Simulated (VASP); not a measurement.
Input of a VASP 6.6.1 run:

INCAR

```
ALGO     = Fast           # electronic algorithm
EDIFF    = 1E-8           # SCF threshold, eV
ENCUT    = 700            # plane-wave cutoff, eV
GGA      = PE             # functional
IBRION   = 6              # ionic algorithm
ISIF     = 3              # what is computed and relaxed
ISMEAR   = 0              # smearing method
LASPH    = T              # aspherical terms in the spheres
LCHARG   = F              # write CHGCAR
LREAL    = F              # projectors in reciprocal space
LWAVE    = F              # write WAVECAR
NELM     = 80             # most SCF steps
NFREE    = 2            
NSW      = 1              # ionic steps
POTIM    = 0.015          # step
PREC     = Accurate       # precision mode
SIGMA    = 0.1            # smearing width, eV
```

The input KPOINTS:

```
k-points
0
Gamma
  18 18 18
```

POSCAR

```
Ta                                      
1.0
   -1.6597688862      1.6597688862      1.6597688862
    1.6597688862     -1.6597688862      1.6597688862
    1.6597688862      1.6597688862     -1.6597688862
  Ta            
     1
Direct
     0.0000000000000000    0.0000000000000000    0.0000000000000000
```

Potentials or basis: VASP PAW PBE potentials, release 64 (Ta_pv).

Command:

```bash
$ cat potpaw_PBE.64/Ta_pv/POTCAR > POTCAR
$ mpirun -np 1 vasp_std > vasp.out
```

(1) Estimate the Voigt bulk modulus.

(2) Predict the elastic constants C11, C12, C44.

Results:

(1) 195 GPa.

(2) 264, 161, 74 GPa.
